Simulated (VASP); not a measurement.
Here is a VASP 6.6.1 calculation.

INCAR

```
SYSTEM = Au
PREC = Accurate
ENCUT = 520
EDIFF = 1E-6
ISMEAR = 0
SIGMA = 0.1
LREAL = .FALSE.
LASPH = .TRUE.
NELM = 100
ALGO = Normal
ISIF = 2
LWAVE = .FALSE.
LCHARG = .TRUE.
LELF = .TRUE.
LVHAR = .TRUE.
LVACPOTAV = .TRUE.
```

KPOINTS

```
regular mesh
0
G
  12 12 1
  0 0 0
```

The input POSCAR:

```
Au
1.0
    2.8835814537      0.0000000000      0.0000000000
    0.0000000000      2.8835814537      0.0000000000
    0.0000000000      0.0000000000     26.2340000000
Au
7
Direct
    0.0000000000      0.0000000000      0.2668293055
    0.5000000000      0.5000000000      0.3445528703
    0.0000000000      0.0000000000      0.4222764352
    0.5000000000      0.5000000000      0.5000000000
    0.0000000000      0.0000000000      0.5777235648
    0.5000000000      0.5000000000      0.6554471297
    0.0000000000      0.0000000000      0.7331706945
```

Potentials or basis: VASP PAW LDA potentials, release 64 (Au).

Run with:

```sh
$ cat potpaw_LDA.64/Au/POTCAR > POTCAR
$ mpirun -np 1 vasp_std > vasp.out
```

Problem. Estimate the band gap on the k mesh.

Solution. None (metal or under the smearing width).

Problem. Estimate the largest force.

Solution. 0.338 eV/Å.

Forces in eV/Å, atoms in the order of the input:
```
Au   0.000  0.000  0.338
Au   0.000  0.000 -0.127
Au   0.000  0.000 -0.002
Au   0.000  0.000  0.000
Au   0.000  0.000  0.002
Au   0.000  0.000  0.127
Au   0.000  0.000 -0.338
```

Spin-orbit coupling is left out, which matters for the levels of Au.
